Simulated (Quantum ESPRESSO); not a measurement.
Au in Quantum ESPRESSO: the effect of target pressure

Crystal: Au.

```xyz
1
Lattice="0.0000 2.0350 2.0350 2.0350 0.0000 2.0350 2.0350 2.0350 0.0000" Properties=species:S:1:pos:R:3 pbc="T T T"
Au    0.0000    0.0000    0.0000
```

Alike in all runs:

* Program: Quantum ESPRESSO 7.5
* Task: phonons
* Functional: LDA
* Potentials or basis: PseudoDojo 0.4.1 SR LDA standard
* Cutoff: 871 eV
* Density cutoff: 3483 eV
* k mesh: 11 × 11 × 11
* Occupations: cold, width 0.2 eV
* Spin: no spin polarisation

Each run relaxes the cell or the atoms first.

```csv
target pressure,relaxed volume (Å³/atom),highest phonon frequency (cm⁻¹)
0 GPa,?,?
5 GPa,16.08,138
10 GPa,15.76,147
20 GPa,15.22,164
40 GPa,14.38,192
```

Task: What does the run with target pressure 0 GPa give?

Result: Relaxed volume 16.43 Å³/atom; highest phonon frequency 128 cm⁻¹.

Worked out: In Murnaghan's law V^(-B') rises as a straight line in P. The other rows fit best with B' = 4.6, V0 = 16.44 Å³/atom and B0 = 217 GPa, which gives 16.44 Å³/atom at 0 GPa, against the run's 16.43. A parabola through the other rows of the highest phonon frequency, of slope 1.97 cm⁻¹ per GPa there, extrapolates to 128 cm⁻¹, against the run's 128.

Caveats: the q point doesn't lie on the k mesh, which can shift a metal's frequencies strongly unless the mesh is converged; the cell is more than 3 GPa from zero pressure, which shifts response properties (some runs).
